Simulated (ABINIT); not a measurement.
# HfO2 (Fm-3m) in ABINIT: a series of runs, part 2 of 2

ABINIT 10.8.3 (patched build).

## (3) Single point, PBEsol

Input file run.abi:

```
# Pseudopotentials
pp_dirpath "./"
pseudos "Hf.GGA_PBE-JTH.xml, O.GGA_PBE-JTH.xml"

# Structure
acell 3*1.0 Angstrom
rprim
     0.0000000000     2.5575000000     2.5575000000
     2.5575000000     0.0000000000     2.5575000000
     2.5575000000     2.5575000000     0.0000000000
ntypat 2
znucl 72 8
natom 3
typat 1 2 2
xcart
     0.0000000000     0.0000000000     0.0000000000
     7.2494618456     7.2494618456     7.2494618456
     2.4164872819     2.4164872819     2.4164872819

# Plane-wave basis
ecut 23.0
pawecutdg 45.0

# k points
kptopt 1
ngkpt 5 5 5
nshiftk 1
shiftk 0.0 0.0 0.0

# Exchange and correlation
ixc -116133

# Bands and occupations
nband 16
occopt 3
tsmear 0.05 eV

# SCF cycle
nstep 100
tolvrs 1.0e-9

# Output
iomode 3
prtwf 0
prtden 0
prteig 0
prtebands 0
enunit 1
prtvol 2
```

Potentials or basis: JTH PAW PBE v2.0.

Command:

```console
> abinit run.abi > log 2>&1
```

run.abo:

```text
.Version 10.8.3 of ABINIT
 Symmetries : space group Fm -3 m (#225); Bravais cF (face-center cubic)
================================================================================
 Values of the parameters that define the memory need of the present run
     intxc =       0    ionmov =       0      iscf =      17    lmnmax =      18
     lnmax =       6     mgfft =      30  mpssoang =       3    mqgrid =    3001
     natom =       3  nloc_mem =       2    nspden =       1   nspinor =       1
    nsppol =       1      nsym =      48    n1xccc =       1    ntypat =       2
    occopt =       3   xclevel =       2
       mpw =        1197          nfft =       27000          nkpt =          10
 PAW method is used; the additional fine FFT grid is defined by:
   mgfftf=        45    nfftf =     91125
================================================================================
================================================================================

--------------------------------------------------------------------------------
------------- Echo of variables that govern the present computation ------------
--------------------------------------------------------------------------------
 -outvars: echo values of preprocessed input variables --------
            acell      1.8897261259E+00  1.8897261259E+00  1.8897261259E+00 Bohr
              amu      1.78490000E+02  1.59994000E+01
             ecut      2.30000000E+01 Hartree
           enunit           1
              ixc     -116133
         kptrlatt        5    0    0      0    5    0      0    0    5
          kptrlen      3.41742909E+01
            natom           3
            nband          16
            ngfft          30      30      30
          ngfftdg          45      45      45
             nkpt          10
            nstep         100
             nsym          48
           ntypat           2
           occopt           3
        pawecutdg      4.50000000E+01 Hartree
         pawxcdev           0
           prtden           0
        prtebands           0
           prteig           0
           prtvol           2
            prtwf           0
            rprim      0.0000000000E+00  2.5575000000E+00  2.5575000000E+00
                       2.5575000000E+00  0.0000000000E+00  2.5575000000E+00
                       2.5575000000E+00  2.5575000000E+00  0.0000000000E+00
          spgroup         225
           tolvrs      1.00000000E-09
           tsmear      1.83746611E-03 Hartree
            typat      1  2  2
           useylm           1
           xangst      0.0000000000E+00  0.0000000000E+00  0.0000000000E+00
                       3.8362500000E+00  3.8362500000E+00  3.8362500000E+00
                       1.2787500000E+00  1.2787500000E+00  1.2787500000E+00
            xcart      0.0000000000E+00  0.0000000000E+00  0.0000000000E+00
                       7.2494618505E+00  7.2494618505E+00  7.2494618505E+00
                       2.4164872835E+00  2.4164872835E+00  2.4164872835E+00
             xred      0.0000000000E+00  0.0000000000E+00  0.0000000000E+00
                       7.5000000000E-01  7.5000000000E-01  7.5000000000E-01
                       2.5000000000E-01  2.5000000000E-01  2.5000000000E-01
[... 180 lines left out ...]
    2      0.00000000000000    -0.00000000000000     0.00000000000000
    3     -0.00000000000000     0.00000000000000    -0.00000000000000
 frms,max,avg= 3.9566643E-30 5.5955683E-30   0.000E+00  0.000E+00  0.000E+00 e/A
 length scales=  1.889726125908  1.889726125908  1.889726125908 bohr
              =  1.000000000000  1.000000000000  1.000000000000 angstroms
 Fermi (or HOMO) energy (eV) =   2.13327   Average Vxc (eV)= -11.99253
 Eigenvalues (   eV  ) for nkpt=  10  k points:
 kpt#   1, nband= 16, wtk=  0.00800, kpt=  0.0000  0.0000  0.0000 (reduced coord)
 -61.42396  -29.89060  -29.89060  -29.89060  -18.69617  -15.74429   -5.41635   -5.41635
  -5.41635   -0.78125   -0.78125   -0.78125    3.54941    3.54941    5.25411    9.92711
 kpt#   2, nband= 16, wtk=  0.06400, kpt=  0.2000  0.0000  0.0000 (reduced coord)
 -61.41974  -30.03102  -29.90612  -29.90612  -18.23143  -16.10693   -5.06663   -5.06663
  -4.48493   -1.78835   -1.37704   -1.37704    4.11168    4.11168    6.43921    8.71578
 kpt#   3, nband= 16, wtk=  0.06400, kpt=  0.4000  0.0000  0.0000 (reduced coord)
 -61.41301  -30.24522  -29.93132  -29.93132  -17.56081  -16.46479   -4.49487   -4.49487
  -3.10906   -3.02804   -1.95058   -1.95058    4.31273    4.31273    6.40337    8.94223
 kpt#   4, nband= 16, wtk=  0.04800, kpt=  0.2000  0.2000  0.0000 (reduced coord)
 -61.41836  -30.04147  -29.92924  -29.92924  -18.05371  -16.23345   -5.00225   -5.00225
  -3.91535   -3.36731   -0.78433   -0.78433    4.02122    4.14599    7.00064    8.70425
 kpt#   5, nband= 16, wtk=  0.19200, kpt=  0.4000  0.2000  0.0000 (reduced coord)
 -61.41250  -30.19221  -29.98306  -29.95676  -17.36979  -16.61264   -4.87382   -4.44075
  -4.21646   -2.31567   -1.42473   -1.36985    4.26430    4.45968    6.84378    8.08571
 kpt#   6, nband= 16, wtk=  0.19200, kpt= -0.4000  0.2000  0.0000 (reduced coord)
 -61.41024  -30.22819  -30.04042  -29.95071  -17.20539  -16.61942   -5.04450   -4.10167
  -3.89210   -2.49374   -1.81378   -1.28050    4.12120    4.73314    6.57501    7.69669
 kpt#   7, nband= 16, wtk=  0.09600, kpt= -0.2000  0.2000  0.0000 (reduced coord)
 -61.41473  -30.13350  -29.99178  -29.91950  -17.64625  -16.46936   -5.03851   -4.33772
  -3.19703   -3.10852   -2.52860   -0.78908    4.02094    4.73119    6.77008    7.86974
 kpt#   8, nband= 16, wtk=  0.04800, kpt=  0.4000  0.4000  0.0000 (reduced coord)
 -61.40942  -30.26610  -29.99160  -29.99160  -16.88592  -16.87125   -6.14501   -3.93989
  -3.93989   -1.40374   -1.40374   -0.89750    3.61132    4.94518    6.81419    7.80123
 kpt#   9, nband= 16, wtk=  0.09600, kpt= -0.4000  0.4000  0.0000 (reduced coord)
 -61.40802  -30.24826  -30.06894  -29.98793  -16.94326  -16.69166   -6.14701   -4.02997
  -3.55045   -2.14208   -1.54019   -0.36930    3.86054    5.08164    6.35530    7.22640
 kpt#  10, nband= 16, wtk=  0.19200, kpt= -0.4000  0.4000  0.2000 (reduced coord)
 -61.40889  -30.19818  -30.09153  -29.98497  -16.89878  -16.80861   -5.40286   -4.84632
  -3.29437   -2.42266   -1.35300   -0.85310    4.28378    4.75380    6.80392    6.96979
 Total charge density [el/Bohr^3]
)     Maximum=    1.0520E+00  at reduced coord.    0.7556    0.7556    0.7556
)Next maximum=    1.0520E+00  at reduced coord.    0.7333    0.7556    0.7556
)     Minimum=    3.2320E-03  at reduced coord.    0.5111    0.4889    0.4889
)Next minimum=    3.2320E-03  at reduced coord.    0.4889    0.5111    0.4889
   Integrated=    2.4000E+01

--- !EnergyTerms
iteration_state     : {dtset: 1, }
comment             : Components of total free energy in Hartree
kinetic             :  2.04017067733886E+01
hartree             :  1.33351619434081E+01
xc                  : -1.48099707481033E+01
Ewald energy        : -6.72333630699203E+01
psp_core            :  1.08440380540515E+01
local_psp           : -2.73997836297539E+01
PAW spherical_terms : -1.76499876259571E+01
internal            : -8.25121983028864E+01
'-kT*entropy'       :  9.26522258090465E-16
total_energy        : -8.25121983028864E+01
total_energy_eV     : -2.24527129802482E+03
...

--- !EnergyTermsDC
iteration_state     : {dtset: 1, }
comment             : '"Double-counting" decomposition of free energy'
band_energy         : -1.49939432044165E+01
Ewald energy        : -6.72333630699203E+01
psp_core            :  1.08440380540515E+01
xc_dc               : -1.65291444330297E+01
PAW spherical_terms :  5.40021632816921E+00
internal            : -8.25121963251458E+01
'-kT*entropy'       :  9.26522258090465E-16
total_energy_dc     : -8.25121963251458E+01
total_energy_dc_eV  : -2.24527124420776E+03
...

--- !EnergyTermsWithPAWCore
iteration_state     : {dtset: 1, }
comment             : 'Components of total free energy, including PAW core contributions'
Total energy        : -1.52242589529228E+04
Total energy DC     : -1.52242589509450E+04
Total energy (eV)   : -4.14273190676816E+05
Total energy DC (eV): -4.14273190622999E+05
...

 Cartesian components of stress tensor (hartree/bohr^3)
  sigma(1 1)=  4.43631642E-04  sigma(3 2)=  0.00000000E+00
  sigma(2 2)=  4.43631642E-04  sigma(3 1)=  0.00000000E+00
  sigma(3 3)=  4.43631642E-04  sigma(2 1)=  0.00000000E+00

-Cartesian components of stress tensor (GPa)         [Pressure= -1.3052E+01 GPa]
- sigma(1 1)=  1.30520935E+01  sigma(3 2)=  0.00000000E+00
- sigma(2 2)=  1.30520935E+01  sigma(3 1)=  0.00000000E+00
- sigma(3 3)=  1.30520935E+01  sigma(2 1)=  0.00000000E+00

== END DATASET(S) ==============================================================
================================================================================

 -outvars: echo values of variables after computation  --------
            acell      1.8897261259E+00  1.8897261259E+00  1.8897261259E+00 Bohr
           etotal     -8.2512196325E+01
            fcart      5.4408238948E-32 -5.4408238948E-32  5.4408238948E-32
                       5.4408238948E-32 -5.4408238948E-32  5.4408238948E-32
                      -1.0881647790E-31  1.0881647790E-31 -1.0881647790E-31
            rprim      0.0000000000E+00  2.5575000000E+00  2.5575000000E+00
                       2.5575000000E+00  0.0000000000E+00  2.5575000000E+00
                       2.5575000000E+00  2.5575000000E+00  0.0000000000E+00
           strten      4.4363164230E-04  4.4363164230E-04  4.4363164230E-04
                       0.0000000000E+00  0.0000000000E+00  0.0000000000E+00
           xangst      0.0000000000E+00  0.0000000000E+00  0.0000000000E+00
                       3.8362500000E+00  3.8362500000E+00  3.8362500000E+00
                       1.2787500000E+00  1.2787500000E+00  1.2787500000E+00
             xred      0.0000000000E+00  0.0000000000E+00  0.0000000000E+00
                       7.5000000000E-01  7.5000000000E-01  7.5000000000E-01
                       2.5000000000E-01  2.5000000000E-01  2.5000000000E-01
 Calculation completed.
```

It took 17 s on 1 thread of Arm Neoverse V2, shared host; peak memory 0.12 GiB.

What came out:

```yaml
Free_energy: -2245.2712 eV
Pressure: -13.1 GPa
Band_gap_on_the_k_mesh: 3.92 eV, indirect (least direct gap 4.23 eV)
Valence_electrons_inside_the_program's_atomic_spheres: Hf 9.37; O 4.59
```

Levels at points of the mesh, in eV from the valence-band top:
```
           k point  band 9  band 10  band 11  band 12  band 13  band 14  band 15  band 16
(0.00, 0.00, 0.00)   -5.05    -0.41    -0.41    -0.41     3.92     3.92     5.62    10.30
```

Caveat: the k mesh is coarse (spacing up to 0.43 Å⁻¹), so the values aren't converged; the PAW data sets were made with another functional, which shifts forces and pressure a little; spin-orbit coupling is left out, which moves the levels of the heavy elements; an odd mesh through Γ misses points on the zone boundary, where band edges often lie.
